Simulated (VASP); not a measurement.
Crystal: HfSiO4.

```
Hf Si O
1.0
    -3.28625    3.28625    2.98160
     3.28625   -3.28625    2.98160
     3.28625    3.28625   -2.98160
Hf Si O
2 2 8
Direct
  0.75000 0.25000 0.50000
  0.00000 0.00000 0.00000
  0.25000 0.75000 0.50000
  0.50000 0.50000 0.00000
  0.13530 0.31980 0.81550
  0.06980 0.75430 0.68450
  0.50430 0.31980 0.18450
  0.06980 0.38530 0.31550
  0.61470 0.93020 0.68450
  0.68020 0.86470 0.18450
  0.24570 0.93020 0.31550
  0.68020 0.49570 0.81550
```

| Property | Result |
| --- | --- |
| Program | VASP 6.6.1 |
| Task | relaxation of cell and atoms |
| Functional | PBE |
| Potentials or basis | VASP PAW PBE potentials, release 64 (Hf_pv, Si, O) |
| Cutoff | 600 eV |
| k mesh | 4 × 4 × 4 |
| Occupations | gaussian, width 0.01 eV |
| Spin | no spin polarisation |

At the start: pressure 5.5 GPa; volume 10.73 Å³/atom.

Where does the relaxation end?

Over 11 steps the energy falls by 4.9 meV/atom and the volume is 10.96 Å³/atom (+2.1 %); space group I4_1/amd (No. 141, to 0.05 Å).

Step by step:
```
step  energy change (eV)  largest force (eV/Å)  pressure (GPa)  volume (Å³)
   1              0.0000                0.5262            5.52       128.80
   2              0.1523                1.1430           -8.35       135.81
   3             -0.0567                0.1158            0.37       131.12
   4             -0.0567                0.1051            0.47       131.07
   5             -0.0581                0.0723           -0.29       131.67
   6             -0.0585                0.0413           -0.05       131.48
   7             -0.0590                0.0232           -0.05       131.49
   8             -0.0592                0.0043           -0.03       131.51
   9             -0.0592                0.0040           -0.03       131.51
  10             -0.0592                0.0084            0.05       131.47
  11             -0.0592                0.0007            0.01       131.49
```

Final structure:
```yaml
crystal:
  lattice:
    - [-3.30910, 3.30910, 3.00213]
    - [3.30910, -3.30910, 3.00213]
    - [3.30910, 3.30910, -3.00213]
  atoms:
    - { symbol: Hf, position: [0.75000, 0.25000, 0.50000] }
    - { symbol: Hf, position: [0.00000, 0.00000, 0.00000] }
    - { symbol: Si, position: [0.25000, 0.75000, 0.50000] }
    - { symbol: Si, position: [0.50000, 0.50000, 0.00000] }
    - { symbol: O, position: [0.13363, 0.31838, 0.81525] }
    - { symbol: O, position: [0.06838, 0.75313, 0.68475] }
    - { symbol: O, position: [0.50313, 0.31838, 0.18475] }
    - { symbol: O, position: [0.06838, 0.38363, 0.31525] }
    - { symbol: O, position: [0.61637, 0.93162, 0.68475] }
    - { symbol: O, position: [0.68162, 0.86637, 0.18475] }
    - { symbol: O, position: [0.24687, 0.93162, 0.31525] }
    - { symbol: O, position: [0.68162, 0.49687, 0.81525] }
```
